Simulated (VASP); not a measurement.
# BaS: the relaxed cell at several levels of theory, part 2 of 2

How much does the relaxed cell of BaS depend on the functional? The starting structure is a measured crystal structure from the Crystallography Open Database.

VASP 6.6.1.

Results so far: PBEsol 32.19 Å³ an atom; LDA 31.30 Å³ an atom; PBE 33.63 Å³ an atom; PBEsol + D3(BJ) 31.09 Å³ an atom.

**6. Relaxation with r2SCAN**

Level of this step: r2SCAN; plane waves and PAW (Ba_sv, S) (VASP).

r2SCAN adds the kinetic-energy density, costs more than a GGA and is run with LASPH. This run starts from the cell of an earlier relaxation, which isn't shown; the restart sets up the plane waves anew.

Contents of INCAR:

```
SYSTEM = BaS
PREC = Accurate
ENCUT = 450
EDIFF = 1E-06
NELM = 100
ISMEAR = 0
SIGMA = 0.03
LREAL = .FALSE.
ALGO = Normal
METAGGA = R2SCAN
LASPH = .TRUE.
NBANDS = 14
LORBIT = 11
LWAVE = .FALSE.
LCHARG = .FALSE.
KPAR = 2
IBRION = 2
NSW = 50
ISIF = 3
EDIFFG = -0.01
```

Contents of POSCAR:

```
BaS
1.0
    0.0000000000      3.2254112841      3.2254112841
    3.2254112841      0.0000000000      3.2254112841
    3.2254112841      3.2254112841      0.0000000000
Ba S
1 1
Direct
    0.0000000000      0.0000000000      0.0000000000
    0.5000000000      0.5000000000      0.5000000000
```

Contents of KPOINTS:

```
Automatic mesh
0
Gamma
6 6 6
0 0 0
```

Potentials, in the order of the species: Ba_sv and S (PBE family, release 64).

Launch:

```
$ mpirun -np 2 vasp_std
```

Output:

```text
[banner, memory and clock lines left out]
running    2 mpi-ranks, on    1 nodes
[...]
[... a notice as in an earlier step ...]

 LDA part: xc-table for (None), standard interpolation
 POSCAR, INCAR and KPOINTS ok, starting setup
[...]
entering main loop
       N       E                     dE             d eps       ncg     rms          rms(c)
DAV:   1     0.488691679756E+02    0.48869E+02   -0.63930E+03   448   0.901E+02
DAV:   2    -0.385502649844E+02   -0.87419E+02   -0.78951E+02   632   0.174E+02
DAV:   3    -0.433154110998E+02   -0.47651E+01   -0.47260E+01   600   0.435E+01
DAV:   4    -0.434060267919E+02   -0.90616E-01   -0.90584E-01   608   0.638E+00
[...]
DAV:  11    -0.392066910446E+02   -0.27327E-03   -0.21498E-04   484   0.147E-01    0.245E-02
DAV:  12    -0.392066644663E+02    0.26578E-04   -0.79618E-05   532   0.623E-02    0.131E-02
DAV:  13    -0.392066642103E+02    0.25601E-06   -0.73319E-06   520   0.182E-02
   1 F= -.39206664E+02 E0= -.39206664E+02  d E =-.392067E+02
[...]
reached required accuracy - stopping structural energy minimisation
```

Wall time 12 s (2 MPI ranks of Intel Xeon 6975P-C (Granite Rapids), shared host); peak memory 0.35 GiB; 20 s of CPU time.

Parts of OUTCAR (step 6):

```text
  Total        0.0000828      0.0000828      0.0000828      0.0000000      0.0000000      0.0000000
  in kB        0.0019771      0.0019771      0.0019771      0.0000000      0.0000000      0.0000000
  external PRESSURE =       0.0019771 kB  Pullay stress =       0.0000000 kB

 POSITION                                       TOTAL-FORCE (eV/Angst)
 -----------------------------------------------------------------------------------
      0.00000      0.00000      0.00000         0.000000      0.000000      0.000000
      3.22541      3.22541      3.22541         0.000000     -0.000000      0.000000
 -----------------------------------------------------------------------------------
    total drift:                                0.000000     -0.000000     -0.000000

  FREE ENERGIE OF THE ION-ELECTRON SYSTEM (eV)
  ---------------------------------------------------
  free  energy   TOTEN  =       -39.2066642103 eV

  energy  without entropy=      -39.2066642103  energy(sigma->0) =      -39.20666421

[... 2 parts as in an earlier step ...]

[... 2 further parts left out ...]
[key lines of the parts left out:]
E-fermi :   1.2627
```

With r2SCAN the relaxed cell holds 33.555 Å³ an atom, +3.00 % against the measured cell, with a = 6.451 Å. That is +4.24 % from PBEsol.

**7. Relaxation with r2SCAN + rVV10**

rVV10 adds a nonlocal correlation energy for dispersion.

Changes to INCAR since step 6:

```diff
@@ -10,2 +10,6 @@
 METAGGA = R2SCAN
+LUSE_VDW = .TRUE.
+IVDW_NL = 2
+BPARAM = 11.95
+CPARAM = 0.0093
 LASPH = .TRUE.
```

Contents of POSCAR:

```
BaS
1.0
    0.0000000000      3.1937500000      3.1937500000
    3.1937500000      0.0000000000      3.1937500000
    3.1937500000      3.1937500000      0.0000000000
Ba S
1 1
Direct
    0.0000000000      0.0000000000      0.0000000000
    0.5000000000      0.5000000000      0.5000000000
```

KPOINTS is that of step 6.

Launch:

```
$ mpirun -np 2 vasp_std
```

Output:

```text
[banner, memory and clock lines left out]
running    2 mpi-ranks, on    1 nodes
[...]
|                                                                             |
|               ----> ADVICE to this user running VASP <----                  |
|                                                                             |
|     You have switched on vdW-DFT.                                           |
|     This routine was written and supplied by Jiri Klimes. We recommend      |
|     that you carefully read and cite the following publications:            |
|       J. Klimes, D.R. Bowler, A. Michelides                                 |
|          J. Phys.: Cond Matt. 22 022201 (2010)                              |
|       J. Klimes, D.R. Bowler, A. Michelides                                 |
|          Phys. Rev. B. 83, 195131 (2011)                                    |
|     and references therein.                                                 |
|                                                                             |

[...]
DAV:   4    -0.388392166941E+02   -0.10056E-04   -0.52053E-05   678   0.504E-02    0.534E-02
Total rVV10 correction in eV:      0.3644405    16.8919675
Total rVV10 correction in eV:      0.3644405    16.8919675
DAV:   5    -0.388392319624E+02   -0.15268E-04   -0.33418E-05   672   0.367E-02    0.158E-02
Total rVV10 correction in eV:      0.3644281    16.8919675
Total rVV10 correction in eV:      0.3644281    16.8919675
DAV:   6    -0.388392359725E+02   -0.40101E-05   -0.76774E-07   394   0.772E-03    0.178E-03
Total rVV10 correction in eV:      0.3644179    16.8919675
Total rVV10 correction in eV:      0.3644179    16.8919675
DAV:   7    -0.388392370515E+02   -0.10790E-05   -0.15452E-07   254   0.307E-03    0.491E-04
Total rVV10 correction in eV:      0.3644174    16.8919675
Total rVV10 correction in eV:      0.3644174    16.8919675
DAV:   8    -0.388392371235E+02   -0.71980E-07   -0.41680E-08   224   0.134E-03
Total rVV10 correction in eV:      0.3644168    16.8919675
Total rVV10 correction in eV:      0.3644168    16.8919675
Total rVV10 correction in eV:      0.3644164    16.8919675
Total rVV10 correction in eV:      0.3644164    16.8919675
   3 F= -.38839237E+02 E0= -.38839237E+02  d E =-.267385E-02
[...]
reached required accuracy - stopping structural energy minimisation
```

The job ended after 90 s (2 MPI ranks; peak memory 0.63 GiB).

From OUTCAR (step 7):

```text
  Total        0.0010244      0.0010244      0.0010244      0.0000000      0.0000000      0.0000000
  in kB        0.0247766      0.0247766      0.0247766      0.0000000      0.0000000      0.0000000
  external PRESSURE =       0.0247766 kB  Pullay stress =       0.0000000 kB

 POSITION                                       TOTAL-FORCE (eV/Angst)
 -----------------------------------------------------------------------------------
      0.00000      0.00000      0.00000         0.000000      0.000000     -0.000000
      3.21150      3.21150      3.21150        -0.000000     -0.000000      0.000000
 -----------------------------------------------------------------------------------
    total drift:                                0.000000     -0.000000     -0.000000

  FREE ENERGIE OF THE ION-ELECTRON SYSTEM (eV)
  ---------------------------------------------------
  free  energy   TOTEN  =       -38.8392371235 eV

  energy  without entropy=      -38.8392371235  energy(sigma->0) =      -38.83923712

[... 2 parts as in an earlier step ...]

[... 2 further parts left out ...]
[key lines of the parts left out:]
E-fermi :   1.2469
```

With r2SCAN + rVV10 the relaxed cell holds 33.123 Å³ an atom, +1.68 % against the measured cell, with a = 6.423 Å. That is +2.90 % from PBEsol.

**8. Relaxation with vdW-DF-cx**

vdW-DF-cx takes its exchange from the same plasmon model as its correlation.

Changes to INCAR since step 7:

```diff
@@ -9,7 +9,5 @@
 ALGO = Normal
-METAGGA = R2SCAN
+GGA = CX
+AGGAC = 0
 LUSE_VDW = .TRUE.
-IVDW_NL = 2
-BPARAM = 11.95
-CPARAM = 0.0093
 LASPH = .TRUE.
```

POSCAR is that of step 7.

KPOINTS is that of step 7.

Launch:

```
$ mpirun -np 2 vasp_std
```

Output:

```text
[banner, memory and clock lines left out]
running    2 mpi-ranks, on    1 nodes
[...]
[... a notice as in an earlier step ...]

 [... a notice as in an earlier step ...]

 LDA part: xc-table for (Slater+PW92), standard interpolation
 POSCAR, INCAR and KPOINTS ok, starting setup
[...]
entering main loop
       N       E                     dE             d eps       ncg     rms          rms(c)
DAV:   1     0.779612720589E+02    0.77961E+02   -0.62236E+03   448   0.879E+02
DAV:   2    -0.297922643437E+01   -0.80940E+02   -0.74330E+02   616   0.164E+02
DAV:   3    -0.718289711323E+01   -0.42037E+01   -0.41714E+01   562   0.400E+01
DAV:   4    -0.728182894263E+01   -0.98932E-01   -0.98914E-01   566   0.634E+00
[...]
DAV:  11    -0.684379828729E+01   -0.69462E-04   -0.93782E-05   562   0.587E-02    0.193E-02
DAV:  12    -0.684380262543E+01   -0.43381E-05   -0.75564E-06   514   0.174E-02    0.471E-03
DAV:  13    -0.684380264198E+01   -0.16547E-07   -0.17333E-07   440   0.250E-03
[...]
DAV:   3    -0.684402513921E+01    0.86447E-03   -0.23589E-03   636   0.317E-01    0.814E-02
DAV:   4    -0.684403014974E+01   -0.50105E-05   -0.10569E-04   674   0.673E-02    0.529E-02
DAV:   5    -0.684404803434E+01   -0.17885E-04   -0.36153E-05   680   0.369E-02    0.200E-02
DAV:   6    -0.684405139971E+01   -0.33654E-05   -0.19703E-06   600   0.935E-03    0.166E-03
DAV:   7    -0.684405127139E+01    0.12832E-06   -0.11014E-07   242   0.226E-03
   2 F= -.68440513E+01 E0= -.68440513E+01  d E =-.248629E-03
 trial-energy change:   -0.000249  1 .order   -0.000247   -0.000765    0.000270
 step:   0.7389(harm=  0.7389)  dis= 0.00000  next Energy=    -6.844085 (dE=-0.282E-03)
[...]
N       E                     dE             d eps       ncg     rms          rms(c)
DAV:   1    -0.684437651263E+01   -0.32511E-03   -0.73916E-03   526   0.603E-01    0.107E-01
DAV:   2    -0.684414628095E+01    0.23023E-03   -0.41700E-04   484   0.141E-01    0.388E-02
DAV:   3    -0.684408651396E+01    0.59767E-04   -0.16017E-04   636   0.826E-02    0.207E-02
DAV:   4    -0.684408568325E+01    0.83072E-06   -0.73397E-06   674   0.177E-02
   3 F= -.68440857E+01 E0= -.68440857E+01  d E =-.283041E-03
[...]
reached required accuracy - stopping structural energy minimisation
```

Run time: 65 s. Hardware: 2 MPI ranks; peak memory 0.75 GiB; 2.1 min of CPU time.

From OUTCAR (step 8):

```text
  Total        0.0118851      0.0118851      0.0118851      0.0000000     -0.0000000      0.0000000
  in kB        0.2938787      0.2938787      0.2938787      0.0000000     -0.0000000      0.0000000
  external PRESSURE =       0.2938787 kB  Pullay stress =       0.0000000 kB

 POSITION                                       TOTAL-FORCE (eV/Angst)
 -----------------------------------------------------------------------------------
      0.00000      0.00000     -0.00000         0.000000      0.000000      0.000000
      3.18790      3.18790      3.18790        -0.000000     -0.000000     -0.000000
 -----------------------------------------------------------------------------------
    total drift:                               -0.000000     -0.000000     -0.000000

  FREE ENERGIE OF THE ION-ELECTRON SYSTEM (eV)
  ---------------------------------------------------
  free  energy   TOTEN  =        -6.8440856832 eV

  energy  without entropy=       -6.8440856832  energy(sigma->0) =       -6.84408568

[... 2 parts as in an earlier step ...]

[... 2 further parts left out ...]
[key lines of the parts left out:]
E-fermi :   1.6446
```

With vdW-DF-cx the relaxed cell holds 32.398 Å³ an atom, -0.55 % against the measured cell, with a = 6.376 Å. That is +0.64 % from PBEsol.

**9. Relaxation with TPSS**

TPSS is an older meta-GGA.

Changes to INCAR since step 8:

```diff
@@ -9,5 +9,3 @@
 ALGO = Normal
-GGA = CX
-AGGAC = 0
-LUSE_VDW = .TRUE.
+METAGGA = TPSS
 LASPH = .TRUE.
```

POSCAR is that of step 8.

KPOINTS is that of step 8.

Launch:

```
$ mpirun -np 2 vasp_std
```

Output:

```text
[... set-up lines as in an earlier step ...]
 entering main loop
       N       E                     dE             d eps       ncg     rms          rms(c)
DAV:   1     0.249659582191E+03    0.24966E+03   -0.37588E+05   448   0.869E+05
DAV:   2     0.951080248494E+01   -0.24015E+03   -0.22052E+03   882   0.284E+02
DAV:   3    -0.210678570521E+02   -0.30579E+02   -0.27918E+02   856   0.111E+02
DAV:   4    -0.224593593269E+02   -0.13915E+01   -0.13762E+01   676   0.231E+01
[...]
DAV:  13    -0.231583210604E+02    0.42180E-05   -0.14865E-05   580   0.286E-02    0.272E-02
DAV:  14    -0.231583223514E+02   -0.12910E-05   -0.58664E-06   514   0.161E-02    0.109E-02
DAV:  15    -0.231583228198E+02   -0.46842E-06   -0.15059E-06   536   0.778E-03
   1 F= -.23158323E+02 E0= -.23158323E+02  d E =-.231583E+02
[...]
N       E                     dE             d eps       ncg     rms          rms(c)
DAV:   1    -0.232606168361E+02   -0.10229E+00   -0.28908E+00   580   0.118E+01    0.191E+00
[...]
DAV:   9    -0.231650419273E+02   -0.11008E-05   -0.11614E-07   314   0.269E-03    0.129E-03
DAV:  10    -0.231650420340E+02   -0.10665E-06   -0.58227E-08   284   0.201E-03
   2 F= -.23165042E+02 E0= -.23165042E+02  d E =-.671921E-02
 trial-energy change:   -0.006719  1 .order   -0.007039   -0.020570    0.006491
 step:   0.7467(harm=  0.7601)  dis= 0.00000  next Energy=   -23.165869 (dE=-0.755E-02)
[...]
N       E                     dE             d eps       ncg     rms          rms(c)
DAV:   1    -0.231722093493E+02   -0.71674E-02   -0.18888E-01   598   0.303E+00    0.508E-01
DAV:   2    -0.231668503418E+02    0.53590E-02   -0.11546E-02   538   0.743E-01    0.191E-01
DAV:   3    -0.231657264016E+02    0.11239E-02   -0.44533E-03   666   0.424E-01    0.100E-01
DAV:   4    -0.231657917360E+02   -0.65334E-04   -0.16815E-04   702   0.864E-02    0.727E-02
DAV:   5    -0.231658468959E+02   -0.55160E-04   -0.70372E-05   702   0.504E-02    0.224E-02
DAV:   6    -0.231658566864E+02   -0.97904E-05   -0.26948E-06   520   0.143E-02    0.124E-03
DAV:   7    -0.231658565123E+02    0.17403E-06   -0.94328E-08   278   0.196E-03
   3 F= -.23165857E+02 E0= -.23165857E+02  d E =-.753369E-02
[...]
reached required accuracy - stopping structural energy minimisation
```

Elapsed: 34 s, on 2 MPI ranks; peak memory 0.36 GiB; 64 s of CPU time.

Parts of OUTCAR (step 9):

```text
  Total        0.0012804      0.0012804      0.0012804      0.0000000      0.0000000      0.0000000
  in kB        0.0305956      0.0305956      0.0305956      0.0000000      0.0000000      0.0000000
  external PRESSURE =       0.0305956 kB  Pullay stress =       0.0000000 kB

 POSITION                                       TOTAL-FORCE (eV/Angst)
 -----------------------------------------------------------------------------------
      0.00000      0.00000      0.00000         0.000000      0.000000     -0.000000
      3.22442      3.22442      3.22442        -0.000000     -0.000000      0.000000
 -----------------------------------------------------------------------------------
    total drift:                                0.000000     -0.000000     -0.000000

  FREE ENERGIE OF THE ION-ELECTRON SYSTEM (eV)
  ---------------------------------------------------
  free  energy   TOTEN  =       -23.1658565123 eV

  energy  without entropy=      -23.1658565123  energy(sigma->0) =      -23.16585651

[... 2 parts as in an earlier step ...]

[... 2 further parts left out ...]
[key lines of the parts left out:]
E-fermi :   1.3697
```

With TPSS the relaxed cell holds 33.524 Å³ an atom, +2.91 % against the measured cell, with a = 6.449 Å. That is +4.14 % from PBEsol.

**10. Comparison**

```csv
level,volume (Å³/atom),against the measured cell (%),a (Å),pressure left (GPa),core minutes
PBEsol,32.19,-1.18,6.3622,0.0,0.267
LDA,31.296,-3.93,6.3027,0.0,0.32
PBE,33.635,3.25,6.4559,0.0,0.407
PBEsol + D3(BJ),31.093,-4.55,6.2891,0.0,0.4
r2SCAN,33.555,3.0,6.4508,0.0,1.3
r2SCAN + rVV10,33.123,1.68,6.423,0.0,3.0
vdW-DF-cx,32.398,-0.55,6.3758,0.03,2.17
TPSS,33.524,2.91,6.4488,0.0,1.13
```

Core minutes are wall time times ranks, summed over the relaxations behind a row (those for a bulk modulus apart), on shared hosts.

**11. Summary of results**

```json
{
 "volume, PBEsol": "32.19 Å³/atom",
 "volume, LDA": "31.30 Å³/atom",
 "volume, PBE": "33.63 Å³/atom",
 "volume, PBEsol + D3(BJ)": "31.09 Å³/atom",
 "volume, r2SCAN": "33.55 Å³/atom",
 "volume, r2SCAN + rVV10": "33.12 Å³/atom",
 "volume, vdW-DF-cx": "32.40 Å³/atom",
 "volume, TPSS": "33.52 Å³/atom"
}
```

**Reading.** Across 8 levels the volume of BaS spans 8.2 %, from 31.09 Å³ an atom (PBEsol + D3(BJ)) to 33.63 Å³ (PBE). Against the measured volume of the starting structure, vdW-DF-cx comes nearest (-0.5 %) and PBEsol + D3(BJ) lies farthest (-4.6 %). The measured cell holds zero-point expansion and, unless it was taken cold, thermal expansion, which the runs lack, so small differences decide nothing. Adding D3(BJ) to PBEsol changes the volume by -3.4 %. Adding rVV10 to r2SCAN changes the volume by -1.3 %. LASPH is on in some of these runs and off in others, which adds a little to the differences. All runs keep the symmetry of the start, so they can't find a distortion of lower symmetry. Further runs on this material are not shown.

[Lines on the potential files, build, host, timing and source positions are cut from VASP's logs without a mark.]

[Logs are printed without paths, hosts, clocks, repeated set-up lines and the standing remarks that a program may print on its own settings, such as how far it seeks lower states.]

[Hosts, paths, dates, database ids (printed as entryN), source tags and the programs' standing remarks are cut or masked in the printed files.]
